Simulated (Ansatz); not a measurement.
Computed properties of CaSe

```
Ca Se
1.0
     0.00000    2.97024    2.97024
     2.97024    0.00000    2.97024
     2.97024    2.97024    0.00000
Ca Se
1 1
Direct
  0.00000 0.00000 0.00000
  0.50000 0.50000 0.50000
```

Atoms are numbered in the order listed.

Structure from Materials Project entry mp-1415 (possibly hypothetical), not relaxed further.

Methods: DFT, LDA, all-electron LAPW, scalar-relativistic (Ansatz 0.2.0); DFT, LDA, PAW with Ansatz's default frozen-core files, scalar-relativistic (Ansatz 0.2.0).

For LAPW: a Γ-centred 9×9×9 k mesh, Fermi–Dirac smearing of 0.03 eV, basis error target 0.25 meV/atom, no spin polarisation. PAW takes a cutoff of 420 eV at this cell (files made with PBE, cores remade for this functional). The Ansatz runs share mesh, smearing and spin set-up. Values come from LAPW unless marked.

```
Löwdin charges (with 0.28 e of the cell spilling out of the atomic basis, so their sizes and signs hang on that basis) : Ca1 1.55, Se2 -1.26 e
Bader charges (from the PAW run)                                                                                       : Ca1 +1.41, Se2 -1.41 e
Volume per atom                                                                                                        : 26.20 Å³
```

Q: Band gap: what does the calculation give?

A: 1.91 eV, indirect from Γ to X (0.5, 0, 0.5).

Q: Give the computed value. Smallest direct gap on the path.

A: 2.84 eV.

Q: Pressure at this cell: what does the calculation give?

A: -37.3 kbar.
